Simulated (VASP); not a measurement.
Here is a VASP 6.6.1 calculation.

File INCAR:

```
SYSTEM = Si
PREC     = Accurate       ! precision mode
ENCUT    = 520            ! plane-wave cutoff, eV
EDIFF    = 1E-6           ! SCF threshold, eV
ISMEAR   = 0              ! smearing method
SIGMA    = 0.05           ! smearing width, eV
LREAL    = Auto         
LASPH    = .True.         ! aspherical terms in the spheres
NELM     = 100            ! most SCF steps
ALGO     = Fast           ! electronic algorithm
ISIF     = 2              ! what is computed and relaxed
LWAVE    = .False.        ! write WAVECAR
LCHARG   = .True.         ! write CHGCAR
LDIPOL   = .True.       
IDIPOL   = 3            
DIPOL    = 0.5 0.5 0.500
GGA      = PE             ! functional
LELF     = .True.         ! ELF
LVHAR    = .True.       
LVACPOTAV= .True.       
NBANDS   = 66             ! bands
```

File KPOINTS:

```
Automatic mesh
0
Gamma
  3 3 1
  0 0 0
```

The input POSCAR:

```
Si
1.0
    7.7354121523      0.0000000000      0.0000000000
   -3.8677060762      6.6990634327      0.0000000000
    0.0000000000      0.0000000000     23.1054297712
Si
24
Direct
    0.6666666667      0.3333333333      0.3462389611
    0.6666666667      0.8333333333      0.3462389611
    0.1666666667      0.3333333333      0.3462389611
    0.1666666667      0.8333333333      0.3462389611
    0.5000000000      0.5000000000      0.3804080809
    0.5000000000      0.0000000000      0.3804080809
    0.0000000000      0.5000000000      0.3804080809
    0.0000000000      0.0000000000      0.3804080809
    0.0000000000      0.5000000000      0.4829154401
    0.0000000000      0.0000000000      0.4829154401
    0.5000000000      0.5000000000      0.4829154401
    0.5000000000      0.0000000000      0.4829154401
    0.8333333333      0.6666666667      0.5161053484
    0.8333333333      0.1666666667      0.5161053484
    0.3333333333      0.6666666667      0.5161053484
    0.3333333333      0.1666666667      0.5161053484
    0.3333333333      0.6666666667      0.6217373555
    0.3333333333      0.1666666667      0.6217373555
    0.8333333333      0.6666666667      0.6217373555
    0.8333333333      0.1666666667      0.6217373555
    0.1666666667      0.8333333333      0.6511311887
    0.1666666667      0.3333333333      0.6511311887
    0.6666666667      0.8333333333      0.6511311887
    0.6666666667      0.3333333333      0.6511311887
```

Potentials or basis: VASP PAW PBE potentials, release 64 (Si).

Launch:

```bash
$ cat potpaw_PBE.64/Si/POTCAR > POTCAR
$ mpirun -np 1 vasp_std > vasp.out
```

(1) Predict the band gap on the k mesh.

(2) Predict the largest force.

(3) Predict the ionisation potential of the upper face.

Answers

(1) 0.09 eV.

(2) 0.850 eV/Å.

(3) 4.79 eV.
